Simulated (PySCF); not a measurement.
Species: C₄H₉NO.
SMILES: `C1COCCN1`

The closed-shell ground state was solved at several levels (PySCF, density fitting, gas phase, non-relativistic). One conformer (not necessarily the lowest) at the PBE0-D3(BJ)/def2-SVP geometry, without solvent, vibrations or thermal averaging.

```csv
level,basis functions,total energy (Eh),HOMO (eV),LUMO (eV),gap (eV),dipole (D)
PBE/pcJ-1,252,-287.4470,-4.70,0.56,5.26,1.17
PBE0/pcJ-1,252,-287.4714,-6.13,1.43,7.56,1.26
B97-2/pcJ-1,252,-287.7024,-5.88,1.44,7.32,1.25
CAM-B3LYP/pcJ-1,252,-287.6662,-7.53,2.27,9.80,1.28
LDA/pcJ-1,252,-285.3649,-4.83,0.36,5.19,1.22
```

Question: Estimate the row for KT2/pcJ-1, a basis of 252 functions; the other rows only guide the guess.

Answer: Total energy -292.5752 Eh, HOMO -4.86 eV, LUMO 0.52 eV, gap 5.38 eV, dipole 1.15 D.

Question: Over all these levels, which gives the widest orbital gap and which the narrowest?

Answer: CAM-B3LYP/pcJ-1 (range-separated hybrid) has the widest, 9.80 eV, and LDA/pcJ-1 (LDA) the narrowest, 5.19 eV. From the narrowest to the widest the HOMO moves by -2.70 eV and the LUMO by +1.91 eV.

Question: In the pcJ-1 basis, how does the gap go with the fixed share of exact exchange?

Answer: LDA (0 %) 5.19 eV; PBE (0 %) 5.26 eV; KT2 (0 %) 5.38 eV; B97-2 (21 %) 7.32 eV; PBE0 (25 %) 7.56 eV. Each rise in the share widens the gap here.

Question: How far do the dipole and the HOMO energy spread over the levels?

Answer: The dipole runs from 1.15 to 1.28 D (mean 1.22 D) and the HOMO from -7.53 to -4.70 eV.
